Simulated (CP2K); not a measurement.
Write the native input for CP2K 2026.2 that does the following.

```
Task                                : single point
Functional                          : PBEsol
Potentials or basis                 : POTENTIAL_UZH Pt GTH-PBE-q18, Te GTH-PBE-q6; TZVP-MOLOPT-PBE-GTH basis
Density cutoff                      : 6123 eV
k mesh                              : 8 × 8 × 5
Occupations                         : fermi-dirac, width 0.05 eV
Spin                                : no spin polarisation
SCF solver                          : diagonalisation with k points
Quickstep method                    : GPW
EPS_DEFAULT                         : 1.0E-10
EPS_SCF                             : 1.0E-6
MAX_SCF                             : 100
SCF_GUESS                           : ATOMIC
k points reduced by the point group : yes
Mesh centred on Gamma               : yes
CHOLESKY                            : OFF
EPS_EIGVAL                          : 1.0E-7
MIXING METHOD                       : BROYDEN_MIXING
MIXING ALPHA                        : 0.4
NBUFFER                             : 8
NGRIDS                              : 5
Basis sets                          : Pt TZVP-MOLOPT-PBE-GTH-q18, Te TZVP-MOLOPT-PBE-GTH-q6
Potentials                          : Pt GTH-PBE-q18 of POTENTIAL_UZH, Te GTH-PBE-q6 of POTENTIAL_UZH
ADDED_MOS                           : [15]
REL_CUTOFF (Ry)                     : 60 Ry
MIXING BETA (1/bohr)                : 1.5 1/bohr
CUTOFF of the grids                 : 450 Ry
```

Crystal: Te2Pt (Moncheite).

```xyz
3
Lattice="4.0100 0.0000 0.0000 -2.0050 3.4728 0.0000 0.0000 0.0000 5.2010" Properties=species:S:1:pos:R:3 pbc="T T T"
Pt    0.0000    0.0000    0.0000
Te    2.0050    1.1576    3.9007
Te    0.0000    2.3152    1.3002
```

These files were run (other wordings do the same):

te2pt_scf.inp

```
&GLOBAL
  PROJECT te2pt_scf
  RUN_TYPE ENERGY_FORCE
  PRINT_LEVEL LOW
&END GLOBAL
&FORCE_EVAL
  METHOD QS
  STRESS_TENSOR ANALYTICAL
  &DFT
    BASIS_SET_FILE_NAME BASIS_MOLOPT_UZH
    POTENTIAL_FILE_NAME POTENTIAL_UZH
    &MGRID
      CUTOFF 450
      REL_CUTOFF 60
      NGRIDS 5
    &END MGRID
    &QS
      METHOD GPW
      EPS_DEFAULT 1.0E-10
    &END QS
    &KPOINTS
      SCHEME MONKHORST-PACK 8 8 5
      GAMMA_CENTERED T
      SYMMETRY T
      SYMMETRY_BACKEND SPGLIB
    &END KPOINTS
    &SCF
      SCF_GUESS ATOMIC
      EPS_SCF 1.0E-6
      MAX_SCF 100
      ADDED_MOS 15
      CHOLESKY OFF
      EPS_EIGVAL 1.0E-7
      &DIAGONALIZATION ON
        ALGORITHM STANDARD
      &END DIAGONALIZATION
      &MIXING ON
        METHOD BROYDEN_MIXING
        ALPHA 0.4
        BETA 1.5
        NBUFFER 8
      &END MIXING
      &SMEAR ON
        METHOD FERMI_DIRAC
        ELECTRONIC_TEMPERATURE [K] 580.226
      &END SMEAR
    &END SCF
    &XC
      &XC_FUNCTIONAL
        &GGA_X_PBE_SOL
        &END GGA_X_PBE_SOL
        &GGA_C_PBE_SOL
        &END GGA_C_PBE_SOL
      &END XC_FUNCTIONAL
    &END XC
    &PRINT
      &KPOINTS ON
      &END KPOINTS
      &MULLIKEN ON
      &END MULLIKEN
      &MO ON
        ENERGIES T
        OCCUPATION_NUMBERS T
        &EACH
          QS_SCF 0
        &END EACH
        ADD_LAST NUMERIC
      &END MO
      &LOWDIN ON
      &END LOWDIN
      &HIRSHFELD ON
        SHAPE_FUNCTION DENSITY
      &END HIRSHFELD
    &END PRINT
  &END DFT
  &SUBSYS
    &CELL
      A 4.0100000000 0.0000000000 0.0000000000
      B -2.0050000000 3.4727618692 0.0000000000
      C 0.0000000000 0.0000000000 5.2010000000
      PERIODIC XYZ
    &END CELL
    &COORD
      SCALED
      Pt  0.0000000000 0.0000000000 0.0000000000
      Te  0.6666666667 0.3333333333 0.7500000000
      Te  0.3333333333 0.6666666667 0.2500000000
    &END COORD
    &KIND Pt
      BASIS_SET TZVP-MOLOPT-PBE-GTH-q18
      POTENTIAL GTH-PBE-q18
    &END KIND
    &KIND Te
      BASIS_SET TZVP-MOLOPT-PBE-GTH-q6
      POTENTIAL GTH-PBE-q6
    &END KIND
    &PRINT
      &ATOMIC_COORDINATES ON
      &END ATOMIC_COORDINATES
      &CELL ON
      &END CELL
      &SYMMETRY ON
      &END SYMMETRY
    &END PRINT
  &END SUBSYS
  &PRINT
    &FORCES ON
    &END FORCES
    &STRESS_TENSOR ON
    &END STRESS_TENSOR
  &END PRINT
&END FORCE_EVAL
```

Potentials or basis: POTENTIAL_UZH Pt GTH-PBE-q18, Te GTH-PBE-q6; TZVP-MOLOPT-PBE-GTH basis.

Command:

```console
$ OMP_NUM_THREADS=1 cp2k.psmp -i te2pt_scf.inp -o te2pt_scf.out
```

Results of the run:

* Pressure: 7.8 GPa
* Largest force: 1.138 eV/Å
* Band gap on the k mesh: none (metal or under the smearing width)
* Mulliken charges: Pt -0.54; Te +0.27 e
* Hirshfeld charges: Pt -0.02; Te +0.01 e

Caveat: Mulliken charges move with the basis; the potentials were made for another functional, which shifts forces and pressure; the basis of atomic orbitals isn't converged, which shifts pressures, moduli and gaps.

Wall time 46 s on 1 thread of Intel(R) Xeon(R) Platinum 8375C CPU @ 2.90GHz (Ice Lake) (shared host), peak memory 0.38 GiB.
